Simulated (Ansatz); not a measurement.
Predict the output of the script below (the Ansatz DFT code, driven from Python).

`drho_zrb.py`:
```python
# -*- coding: utf-8 -*-
'''Density of ZrB less that of its sublattices.'''

import ansatz as az
import numpy as np

VECTORS = np.array([
    [0.0, 2.45632, 2.45632],
    [2.45632, 0.0, 2.45632],
    [2.45632, 2.45632, 0.0],
])
SITES = [
    ('Zr', [0.5, 0.5, 0.5]),
    ('B', [0.0, 0.0, 0.0]),
]


def crystal_on(cell):
    crystal = az.Crystal(lattice=az.Lattice.of(cell))
    for symbol, position in SITES:
        crystal = crystal.atom(symbol, position)
    return crystal


def main():
    # one cutoff and one grid for all runs, so that the fields can be subtracted
    def solve(crystal):
        return (
            crystal.calculation()
            .occupations('Marzari-Vanderbilt', width=0.15)  # fractional filling near the Fermi level
            .scf(max_iterations=100)
            .functional(az.Functional.PBE)
            .basis(460, grid_basis='typed')  # plane waves up to this kinetic energy
            .kpoints(8, 8, 8)
            .density()  # keep the density on its grid
            .run(threads=1)
        )


    whole = solve(crystal_on(VECTORS))
    difference = whole.density().channels[0].density_e_per_ang3.copy()
    binding = whole.report['free_energy_ev']
    for element in ['Zr', 'B']:
        part = az.Crystal(lattice=az.Lattice.of(VECTORS))
        for symbol, position in SITES:
            if symbol == element:
                part = part.atom(symbol, position)
        alone = solve(part)
        difference -= alone.density().channels[0].density_e_per_ang3
        binding -= alone.report['free_energy_ev']
        print(f'{element} sublattice: {alone.report["n_electrons"]:g} electrons, {alone.report["n_iterations"]} iterations')

    voxel = abs(np.linalg.det(VECTORS)) / difference.size
    print(f'energy of the crystal less its unpolarised sublattices: {binding / len(SITES):.4f} eV/atom')
    print(f'net charge of the difference {difference.sum() * voxel:.5f} e, charge moved {0.5 * np.abs(difference).sum() * voxel:.3f} e')
    print(f'extremes {difference.min():.4f} and {difference.max():.4f} e/A^3')
    for (symbol, position) in SITES:
        index = tuple(int(round(p * n)) % n for p, n in zip(position, difference.shape))
        print(f'  change of the pseudo-density at the grid point nearest {symbol}: {difference[index]:+.4f} e/A^3')
    profile = difference.mean(axis=(0, 1))
    print('planar mean along the third vector:', np.round(profile[:: max(len(profile) // 12, 1)], 4))


if __name__ == '__main__':
    main()
```

```console
$ python drho_zrb.py
Zr sublattice: 12 electrons, 5 iterations
B sublattice: 3 electrons, 5 iterations
energy of the crystal less its unpolarised sublattices: -3.0695 eV/atom
net charge of the difference -0.00000 e, charge moved 0.479 e
extremes -0.1328 and 0.1062 e/A^3
  change of the pseudo-density at the grid point nearest Zr: -0.0297 e/A^3
  change of the pseudo-density at the grid point nearest B: -0.1328 e/A^3
planar mean along the third vector: [ 0.0068  0.0089  0.0095  0.0067  0.0019 -0.0117 -0.0256 -0.0201 -0.0037
  0.0049  0.0083  0.0099  0.0075]
```

Caveats:
- The settings weren't tested for convergence.
- The run is spin-unpolarised.
- The mesh is modest for a metal, so energies can be off by several to tens of meV an atom and pressures by half a GPa or more; differences at equal mesh fare better.
- The fields are valence quantities on the plane-wave grid; their values near the nuclei depend on the potentials.
- The structure comes from a database of computed cells and needn't be a stable or known phase.
- Charge moved counts every rearrangement, bonding and polarisation too, and is no transfer between atoms; the bare sublattices are artificial references. Values near the nuclei depend on the potentials.
- Timing: 1.6 s on 1 thread of Arm Neoverse V2, on a shared host, peak memory 0.34 GiB.

(A comment or docstring line of the script was reworded after the run, the code is as it ran; lines on the test bed's own set-up are left out of the output.)
